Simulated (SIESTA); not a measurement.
**PbS (Galena) under changes of volume**

One of the cells (26.086 Å³/atom); the others are scaled copies at fixed shape and fractional positions:

```
Pb S
1.0
     0.00000    2.96575    2.96575
     2.96575    0.00000    2.96575
     2.96575    2.96575    0.00000
Pb S
1 1
Direct
  0.00000 0.00000 0.00000
  0.50000 0.50000 0.50000
```

```yaml
Program: SIESTA 5.4.2
Functional: LDA
Potentials_or_basis: PseudoDojo 0.4 standard (PBE files, fully relativistic)
Basis: DZP (energy shift 0.002 Ry)
Grid_cutoff: 500 Ry
Energy_shift: 0.002 Ry
k_mesh: 6 × 6 × 6
Occupations: fermi-dirac, width 0.05 eV
Spin: non-collinear spin, zero start, spin-orbit coupling
Starting_moments: "[[0.0, 0.0, 0.0], [0.0, 0.0, 0.0]] μB"
```

| volume (Å³/atom) | energy over the lowest point (meV/atom) | pressure (GPa) | gap on the mesh (eV) |
| --- | --- | --- | --- |
| 24.521 | 1.60 | 1.3 | 0.37 |
| 25.042 | 0.00 | -0.2 | 0.28 |
| 25.564 | 2.61 | -1.3 | 0.20 |
| 26.086 | 8.95 | -2.4 | 0.12 |
| 26.607 | ? | ? | ? |
| 27.129 | 30.93 | -4.2 | 0.01 |
| 27.651 | 45.75 | -4.9 | 0.06 |

**Question.** What does the run at 26.607 Å³/atom give?

**Answer.** Energy over the lowest point 18.56 meV/atom; pressure -3.4 GPa; gap on the mesh 0.06 eV.

Worked out: A Birch-Murnaghan fit of order 3 (a polynomial in V^(-2/3)) to the other rows has its minimum at 24.97 Å³/atom with B0 = V·E''(V) = 64 GPa and B' = 5.5. It gives 18.52 meV/atom at 26.607 Å³/atom, against the run's 18.56, and -dE/dV = -3.4 GPa, against -3.4.

Energies are extrapolated to zero smearing.

Caveats: semicore shells carry a single zeta, which can move pressures by several GPa and volumes by a few percent; the potentials were made for another functional, which shifts forces and pressure; the basis of atomic orbitals isn't converged, which shifts pressures, moduli and gaps.

A mesh can miss the band edges.
